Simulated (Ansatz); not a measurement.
SrO:

```xyz
2
Lattice="0.0000 2.5663 2.5663 2.5663 0.0000 2.5663 2.5663 2.5663 0.0000" Properties=species:S:1:pos:R:3 pbc="T T T"
Sr    2.5663    2.5663    2.5663
O     0.0000    0.0000    0.0000
```

Base run:

```yaml
Program: Ansatz 0.2.0
Functional: PBE
Potentials_or_basis: Ansatz PAW
Cutoff: "420 eV (not typed: the program's choice for these potentials)"
k_mesh: 7 × 7 × 7
Occupations: fermi-dirac, width 0.05 eV
Spin: spin-orbit coupling, no magnetisation
```

Its results: band gap on the k mesh 3.39 eV, indirect (least direct gap 3.45 eV); pressure 3.3 GPa.

The run is repeated on the same cell with these changes: functional from PBE to LDA. What comes out?

Band gap on the k mesh 3.23 eV, indirect (least direct gap 3.29 eV); pressure -3.8 GPa.

LDA binds more tightly than PBE, so the same cell stands under less pressure.

Caveats: the k mesh misses the band edges, so the gap on the mesh is wider than the one along the path; the PAW data sets come from PBE, with cores solved anew for the run's functional, which leaves a small shift of forces and pressure (some runs).
